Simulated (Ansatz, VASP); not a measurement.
**CaGe2Pd2: VASP beside Ansatz**

Aim: how closely do two programs agree when they are given the same cell, functional and k mesh? The structure shown comes from an earlier Ansatz run, which isn't shown and may have moved the atoms alone.

Main program and level: Ansatz 0.2.0; plane waves, with VASP 6.6.1 beside it; elastic constants at LDA.

### Step 1. Starting point

It takes space group I4/mmm (No. 139, tetragonal). Conventional cell: a = 4.216 Å, b = 4.216 Å, c = 10.023 Å, α = 90.00°, β = 90.00°, γ = 90.00°. Ca has 8 Ge at 3.23 Å and 8 Pd at 3.27 Å nearest. Nearest to Ge lie 4 Pd at 2.46 Å and 1 Ge at 2.47 Å and 4 Ca at 3.23 Å. Nearest to Pd lie 4 Ge at 2.46 Å and 4 Pd at 2.98 Å and 4 Ca at 3.27 Å. Farther neighbours are not listed.

Coordinates:

```cif
data_structure
_symmetry_space_group_name_H-M 'P 1'
_symmetry_Int_Tables_number 1
_cell_length_a 5.8313
_cell_length_b 5.8313
_cell_length_c 5.8313
_cell_angle_alpha 137.618
_cell_angle_beta 137.618
_cell_angle_gamma 61.489
_cell_volume 89.07
loop_
_atom_site_label
_atom_site_type_symbol
_atom_site_fract_x
_atom_site_fract_y
_atom_site_fract_z
_atom_site_occupancy
Ca1 Ca 0.00000 0.00000 0.00000 1
Ge2 Ge 0.37691 0.37691 0.00000 1
Ge3 Ge 0.62309 0.62309 0.00000 1
Pd4 Pd 0.75000 0.25000 0.50000 1
Pd5 Pd 0.25000 0.75000 0.50000 1
```

### Step 2. Ansatz: elastic constants, LDA

Ansatz runs on its default PAW (the set named soft_2) files.

Elastic constants are differences of stresses under small strains, so they test the stress and the mesh.

input.yaml reads:

```yaml
crystal:
  lattice:
    - [-2.1078886947, 2.1078886947, 5.0117292253]
    - [2.1078886947, -2.1078886947, 5.0117292253]
    - [2.1078886947, 2.1078886947, -5.0117292253]
  atoms:
    - { symbol: Ca, position: [0.0, 0.0, 0.0] }
    - { symbol: Ge, position: [0.3769152879, 0.3769152879, 0.0] }
    - { symbol: Ge, position: [0.6230847121, 0.6230847121, 0.0] }
    - { symbol: Pd, position: [0.75, 0.25, 0.5] }
    - { symbol: Pd, position: [0.25, 0.75, 0.5] }
kpoints:
  mp_grid: { grid: [6, 6, 6] }
hamiltonian:
  xc: lda
scf:
  occupations: { method: methfessel_paxton, width: 0.25 }
output:
  forces: true
  stress: true
  eigenvalues: true
elastic:
  mode: relaxed_ion
  stencil: two_point
  amplitude: 0.01
```

The run is started by

```bash
$ ansatz run input.yaml --threads 4 --pin off --max-ram 16384MiB --backend cpu --events-out ev --progress --plain --runs-dir out
```

Numbers of over 12 decimals in the logs are rounded to 6 here.

Output:

```text
Engine: ansatz 0.2.0, x86_64-unknown-linux-gnu
Pseudopotentials: kind: paw
Pseudopotential: Ca, paw, valence charge 10, recommended cutoff 420 eV (normal), Ca.paw.azcp
Pseudopotential: Ge, paw, valence charge 14, recommended cutoff 420 eV (normal), Ge.paw.azcp
Pseudopotential: Pd, paw, valence charge 18, recommended cutoff 420 eV (normal), Pd.paw.azcp
Functional definition: SPW92
  exchange = slater_x
  correlation = pw_c
Crystal: 5 atoms, lattice volume = 89.072 Å³
Basis set: ecut = 420 eV, 1701 PW (Γ)
Bands: 45, of which v1, the nominal top of the filled ones, is band 37 counted from 1 (36 counted from 0)
Symmetry: 16 space group operations
Space group: I4/mmm (ITA 139), of the structure as read, at distance tolerance 4.5e-5 Å
k-points: 30 of 216
Non-local potential: Ca, projectors of the file, l = 0: 3, l = 1: 2, l = 2: 2
Non-local potential: Ge, projectors of the file, l = 0: 2, l = 1: 2, l = 2: 3, l = 3: 1
Non-local potential: Pd, projectors of the file, l = 0: 2, l = 1: 2, l = 2: 2, l = 3: 1
PAW form: soft (Blöchl's): semilocal exchange-correlation on the pseudo side does not see the compensation charge
PAW frozen core: Ca, regenerated for the run's functional, and the local potential with it (the file was generated under x = pbe(κ = 0.804, μ = 0.219515), c = pbe(β = 0.066725))
PAW frozen core: Ge, regenerated for the run's functional, and the local potential with it (the file was generated under x = pbe(κ = 0.804, μ = 0.219515), c = pbe(β = 0.066725))
PAW frozen core: Pd, regenerated for the run's functional, and the local potential with it (the file was generated under x = pbe(κ = 0.804, μ = 0.219515), c = pbe(β = 0.066725))
PAW one-centre angular grid: Ca, 110 points (default); XC on 64 Gauss nodes
PAW one-centre angular grid: Ge, 590 points (default); XC on 64 Gauss nodes
PAW one-centre angular grid: Pd, 590 points (default); XC on 64 Gauss nodes
Initial density: superposition of atomic densities (neutral atoms: chi_scale 0, normalization atom), corrected by the library's trained network
Initial wavefunctions: pseudopotential atomic-orbital guess
Functional: x = slater, c = lda
SCF iter   1: F=—  HF=-23897.082826 eV  |F-HF|=—  |Δ(HF+E_count)|=         —  Δρ=8.22e-3  dr2=5.18e-2  ethr=1.77e-3  ⟨swp⟩=7.0  Hψ=5378  notcnv=0
preconditioner: auto → Kerker (q_TF=auto, 2.645 Å⁻¹)  [metal: Δε(μ)=0.036 eV  Ē_g=16.754 eV  σ=0.250 eV  W_gap=0.12  n_scr=32 (ndim 8)  ℏωp=29.4 eV  f_vac=0.000  D(μ)=2.60/eV (n_scr^D=14)]
SCF iter   2: F=—  HF=-23897.073290 eV  |F-HF|=—  |Δ(HF+E_count)|=   9.54e-3  S|Δr|=    0.00e0  Δρ=3.80e-3  dr2=1.19e-2  ethr=7.00e-5  ⟨swp⟩=2.4  Hψ=2446  notcnv=0
SCF iter   3: F=—  HF=-23897.071072 eV  |F-HF|=—  |Δ(HF+E_count)|=   2.22e-3  S|Δr|=    0.00e0  Δρ=8.75e-4  dr2=3.61e-4  ethr=1.61e-5  ⟨swp⟩=2.0  Hψ=1638  notcnv=0
SCF iter   4: F=—  HF=-23897.070961 eV  |F-HF|=—  |Δ(HF+E_count)|=   1.11e-4  S|Δr|=    0.00e0  Δρ=3.31e-4  dr2=9.46e-5  ethr=4.88e-7  ⟨swp⟩=2.6  Hψ=2436  notcnv=0
SCF iter   5: F=—  HF=-23897.070936 eV  |F-HF|=—  |Δ(HF+E_count)|=   2.47e-5  S|Δr|=    0.00e0  Δρ=9.18e-5  dr2=8.68e-6  ethr=1.28e-7  ⟨swp⟩=2.0  Hψ=2142  notcnv=0
SCF iter   6: F=—  HF=-23897.070931 eV  |F-HF|=—  |Δ(HF+E_count)|=   4.48e-6  S|Δr|=    0.00e0  Δρ=3.43e-5  dr2=1.38e-6  ethr=1.17e-8  ⟨swp⟩=2.4  Hψ=2354  notcnv=0
SCF iter   7: F=—  HF=-23897.070934 eV  |F-HF|=—  |Δ(HF+E_count)|=   2.26e-6  S|Δr|=    0.00e0  Δρ=1.06e-5  dr2=2.43e-7  ethr=1.86e-9  ⟨swp⟩=2.0  Hψ=2128  notcnv=0
SCF iter   8: F=—  HF=-23897.070934 eV  |F-HF|=—  |Δ(HF+E_count)|=   7.37e-8  S|Δr|=    0.00e0  Δρ=2.46e-6  dr2=1.20e-8  ethr=3.28e-10  ⟨swp⟩=2.0  Hψ=1717  notcnv=0
SCF iter   9: F=—  HF=-23897.070934 eV  |F-HF|=—  |Δ(HF+E_count)|=   3.38e-9  S|Δr|=    0.00e0  Δρ=6.36e-7  dr2=7.61e-10  ethr=1.63e-11  ⟨swp⟩=2.1  Hψ=2143  notcnv=0
SCF iter  10: F=—  HF=-23897.070934 eV  |F-HF|=—  |Δ(HF+E_count)|=  1.53e-10  S|Δr|=    0.00e0  Δρ=1.76e-7  dr2=4.80e-11  ethr=1.03e-12  ⟨swp⟩=2.0  Hψ=1853  notcnv=0
[...]
SCF 1 converged in 13 iterations: F = -23897.070934 eV  dr2 = 1.17e-14
  greatest PAW one-centre occupation: 0.998 electrons in one spin orbital (limit 2), on the Ge atom at site 2 (counted from 0), in its partial waves of l = 2
[...]
SCF iter   2: F=—  HF=-23897.070671 eV  |F-HF|=—  |Δ(HF+E_count)|=   7.44e-9  S|Δr|=    0.00e0  Δρ=5.10e-6  dr2=1.97e-8  ethr=6.23e-11  ⟨swp⟩=1.0  Hψ=1993  notcnv=0
SCF iter   3: F=—  HF=-23897.070671 eV  |F-HF|=—  |Δ(HF+E_count)|=   4.47e-9  S|Δr|=    0.00e0  Δρ=7.50e-7  dr2=7.78e-10  ethr=2.67e-11  ⟨swp⟩=2.0  Hψ=3292  notcnv=0
SCF iter   4: F=—  HF=-23897.070671 eV  |F-HF|=—  |Δ(HF+E_count)|=  1.89e-10  S|Δr|=    0.00e0  Δρ=2.26e-7  dr2=9.36e-11  ethr=1.05e-12  ⟨swp⟩=2.0  Hψ=3292  notcnv=0
SCF iter   5: F=—  HF=-23897.070671 eV  |F-HF|=—  |Δ(HF+E_count)|=  4.73e-11  S|Δr|=    0.00e0  Δρ=9.33e-8  dr2=2.00e-11  ethr=1.26e-13 (applied; sched 1.00e-12)  ⟨swp⟩=2.0  Hψ=3290  notcnv=0  defer=1
SCF iter   6: F=—  HF=-23897.070671 eV  |F-HF|=—  |Δ(HF+E_count)|=  7.28e-12  S|Δr|=    0.00e0  Δρ=3.56e-8  dr2=1.65e-12  ethr=2.70e-14 (applied; sched 1.00e-12)  ⟨swp⟩=2.0  Hψ=3295  notcnv=0  defer=1
[...]
SCF iter   2: F=-23897.070671 eV  HF=-23897.070671 eV  |F-HF|=0.00e0  |Δ(HF+E_count)|=  7.28e-12  S|Δr|=    0.00e0  Δρ=2.43e-9  dr2=7.28e-15  ethr=1.00e-12  ⟨swp⟩=4.0  Hψ=6240  notcnv=0
SCF 41 converged in 2 iterations: F = -23897.070671 eV  dr2 = 7.28e-15
SCF converged after 10 iterations
Stability not checked: this state was not tested for a lower state beside it, because cold or Methfessel-Paxton smearing, or corrected tetrahedra, fill the levels in a way that the test cannot read (fill_not_monotonic; see scf.lower_state_search)
Free energy (F): -23897.070934 eV
Harris-Foulkes:  -23897.070934 eV  (|F-HF|=0.00e0)
Internal energy: -23897.070006 eV  (E = F + TS)
E sigma→0 (E₀):  -23897.070702 eV
Entropy (-TS):   -0.000928 eV (-0.186 meV/atom)
Fermi energy:    13.738683 eV
--- Per-component energies (eV) ---
  E_band       = -756.516358
  E_kinetic    = 1535.954822
  E_local      = -10104.012450  (includes V_loc(G=0)·N_el)
  E_nonlocal   = 1355.696154
  E_hartree    = 4275.236660
  E_xc         = -625.463446
  E_vxc        = -728.824403  (∫ρ·V_xc dr)
  E_paw        = -11945.705787  (= ΣΔE_a)
  E_vpaw       = -1365.804867  (= ΣTr[D̂ρ^β])
  E_aug_tail   = 0.001070  (compensation charges beyond the density's cutoff)
  E_ewald      = -8394.238315
  E_core_change = 5.461286  (= ΣΔE_core)
  E_smearing   = -0.000928  (= −TS)
  E_closure    = 0.000000  (closes the sum)
  Σ components = -23897.070934   (vs F -23897.070934, Δ=0.00e0)
--- Forces (eV/Å), atoms counted from 1 ---
  atom   1  Ca     0.00000000     0.00000000     0.00000000
  atom   2  Ge     0.00000000     0.00000000    -0.00000002
  atom   3  Ge     0.00000000    -0.00000000     0.00000002
  atom   4  Pd     0.00000000     0.00000000     0.00000000
  atom   5  Pd     0.00000000     0.00000000     0.00000000
  max |Σ_I F_I| component: 3.47e-17 eV/Å
--- Stress (GPa, compression-positive) ---
        0.005244       0.000000       0.000000
        0.000000       0.005244       0.000000
       -0.000000      -0.000000       0.008256
  P = ⅓ Tr σ = 0.0062 GPa (0.062 kbar)
--- Band table (eV; the first three rows and the last of 30) ---
  k-point 0: bands = [... 33 lower, 11.6676, 12.2797, 13.0355, 13.0355, 14.6976, 15.6478, 15.6478, 16.9641, ... 4 higher]
  k-point 1: bands = [... 33 lower, 11.3848, 11.4825, 12.7399, 13.3295, 13.6685, 14.4569, 17.0983, 17.3923, ... 4 higher]
  k-point 2: bands = [... 33 lower, 10.9830, 11.3353, 12.5913, 12.7163, 13.3101, 13.6937, 17.5615, 17.6620, ... 4 higher]
  k-point 29: bands = [... 33 lower, 12.2796, 12.6496, 12.6496, 14.7374, 15.3675, 16.6462, 16.9645, 17.2607, ... 4 higher]
--- Elastic constants: 4 strain directions × 2 members + reference (group order 16) ---
  dense FFT box of the reference and of every strained cell: 40×40×40
  strains applied: 11, 33, 23, 12; error gains: componentwise 1.00 (the most a stress slope's error grows in a printed constant), spectral 1.41 (1 for all six strains in a standard setting)
  reference relaxed by the batch: 3 steps; max|allowed force component| 3.81e-4 eV/Å at the deck's positions, 3.91e-8 at the last accepted step, 2.07e-8 by the solve of record
  largest displacement 2.4e-5 Å; the constants are those of the deck's cell at these positions:
  atoms:
    - { symbol: Ca, position: [0, 0, 0] }
    - { symbol: Ge, position: [0.376913, 0.376913, 0] }
    - { symbol: Ge, position: [0.623087, 0.623087, 0] }
    - { symbol: Pd, position: [0.750000, 0.250000, 0.500000] }
    - { symbol: Pd, position: [0.250000, 0.750000, 0.500000] }
  C = ∂σ_k/∂η_j (tension-positive GPa; Voigt order 11 22 33 23 13 12):
       153.491     68.144     95.254      0.000      0.000      0.000
        68.144    153.491     95.254      0.000      0.000      0.000
        95.207     95.207    169.247      0.000      0.000      0.000
         0.000      0.000     -0.000     36.744      0.000      0.000
         0.000      0.000      0.000      0.000     36.744      0.000
         0.000     -0.000      0.000      0.000      0.000      9.409
  reference stress σ⁰ (GPa):     -0.005     -0.005     -0.008      0.000      0.000     -0.000
  C* (energy form; C + prestress term) asymmetry max|C*_kj − C*_jk| = 5.031e-2 GPa — a small one proves nothing (zero by symmetry where the batch's group is 432, −43m or m−3m); a large one is finite-difference/SCF noise where every solve meets its electron count
  moduli (Voigt/Reuss/Hill, GPa): K = 110.38/108.11/109.24   G = 31.09/22.90/26.99   E = 74.82   ν = 0.386
  mechanically stable: yes (min eigenvalue of sym C = 9.41 GPa)
  strain η (Voigt 11):  stress-route row diagonal C_11 = 153.49 GPa, energy-path curvature d²(F+E_count+ΔE)/dδ²/Ω₀ = 153.51 GPa
         δ    σ_11 (GPa)             F (eV)   n_scf  n_hpsi   n_pw
    -1.000e-2      -1.5617      -23897.0665967       2   15250   1737   relax 6 steps, max|allowed force component| 2.00e-6 eV/Å
     1.000e-2       1.5081      -23897.0667215       2   15199   1767   relax 4 steps, max|allowed force component| 2.62e-6 eV/Å
  strain η (Voigt 33):  stress-route row diagonal C_33 = 169.25 GPa, energy-path curvature d²(F+E_count+ΔE)/dδ²/Ω₀ = 169.26 GPa
         δ    σ_33 (GPa)             F (eV)   n_scf  n_hpsi   n_pw
    -1.000e-2      -1.7486      -23897.0660957       2    9951   1738   relax 3 steps, max|allowed force component| 7.49e-6 eV/Å
     1.000e-2       1.6363      -23897.0663569       2    9822   1768   relax 3 steps, max|allowed force component| 4.27e-6 eV/Å
  strain η (Voigt 23):  stress-route row diagonal C_44 = 36.74 GPa, energy-path curvature d²(F+E_count+ΔE)/dδ²/Ω₀ = 36.77 GPa
         δ    σ_23 (GPa)             F (eV)   n_scf  n_hpsi   n_pw
    -1.000e-2      -0.3674      -23897.0699092       2   22390   1754   relax 5 steps, max|allowed force component| 1.91e-5 eV/Å
     1.000e-2       0.3674      -23897.0699092       2   22380   1754   relax 4 steps, max|allowed force component| 1.92e-5 eV/Å
  strain η (Voigt 12):  stress-route row diagonal C_66 = 9.41 GPa, energy-path curvature d²(F+E_count+ΔE)/dδ²/Ω₀ = 9.21 GPa
         δ    σ_12 (GPa)             F (eV)   n_scf  n_hpsi   n_pw
    -1.000e-2      -0.0941      -23897.0706714       2   15233   1754   relax 2 steps, max|allowed force component| 4.91e-6 eV/Å
     1.000e-2       0.0941      -23897.0706714       2   15278   1754   relax 2 steps, max|allowed force component| 1.28e-9 eV/Å
```

[end of part 1 of 2]

[Lines on the potential files, build, host, timing and source positions are cut from VASP's logs without a mark.]

[Logs are printed without paths, hosts, clocks, repeated set-up lines and the standing remarks that a program may print on its own settings, such as how far it seeks lower states.]

[Hosts, paths, dates, database ids (printed as entryN), source tags and the programs' standing remarks are cut or masked in the printed files.]
